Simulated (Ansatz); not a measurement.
**ZnS (Wurtzite-4H) under changes of volume**

One of the cells (19.805 Å³/atom); the others are scaled copies at fixed shape and fractional positions:

```
CELL_PARAMETERS angstrom
3.82270 0.00000 0.00000
-1.91135 3.31056 0.00000
0.00000 0.00000 12.52000
ATOMIC_POSITIONS crystal
Zn 0.66667 0.33333 0.75000
Zn 0.33333 0.66667 0.25000
Zn 0.00000 0.00000 0.50000
Zn 0.00000 0.00000 0.00000
S 0.66667 0.33333 0.93750
S 0.33333 0.66667 0.43750
S 0.00000 0.00000 0.68750
S 0.00000 0.00000 0.18750
```

- Program: Ansatz 0.2.0
- Functional: rPW86-PBE
- Potentials or basis: Ansatz PAW
- Cutoff: 420 eV (not typed: the program's choice for these potentials)
- k mesh: 8 × 8 × 3
- Occupations: fermi-dirac, width 0.05 eV
- Spin: no spin polarisation

```tsv
volume (Å³/atom)	energy over the lowest point (meV/atom)	pressure (GPa)	gap on the mesh (eV)	largest force (eV/Å)
18.617	61.57	9.6	2.32	0.069
19.013	40.45	7.5	2.22	0.063
19.409	24.28	5.6	2.12	0.057
19.805	12.57	3.9	2.02	0.052
20.202	?	?	?	?
20.598	0.81	1.0	1.84	0.042
20.994	0.00	-0.3	1.75	0.038
```

Problem. What does the run at 20.202 Å³/atom give?

Solution. Energy over the lowest point 4.88 meV/atom; pressure 2.4 GPa; gap on the mesh 1.93 eV; largest force 0.047 eV/Å.

Worked out: A Birch-Murnaghan fit of order 3 (a polynomial in V^(-2/3)) to the other rows has its minimum at 20.90 Å³/atom with B0 = V·E''(V) = 64 GPa and B' = 4.5 at fixed shape and positions, which overstates the stiffness. It gives 4.87 meV/atom at 20.202 Å³/atom, against the run's 4.88, and -dE/dV = 2.4 GPa, against 2.4. A straight line through the other rows of the gap, of slope -4.74 eV per unit of ln V (its deformation potential), gives 1.93 eV, against the run's 1.93.

Energies are extrapolated to zero smearing.

Caveats: odd divisions of the mesh miss points on the zone boundary, where band edges often lie, so the gap on the mesh can be too wide; the PAW data sets come from PBE, with cores solved anew for the run's functional, which leaves a small shift of forces and pressure.

A mesh can miss the band edges.
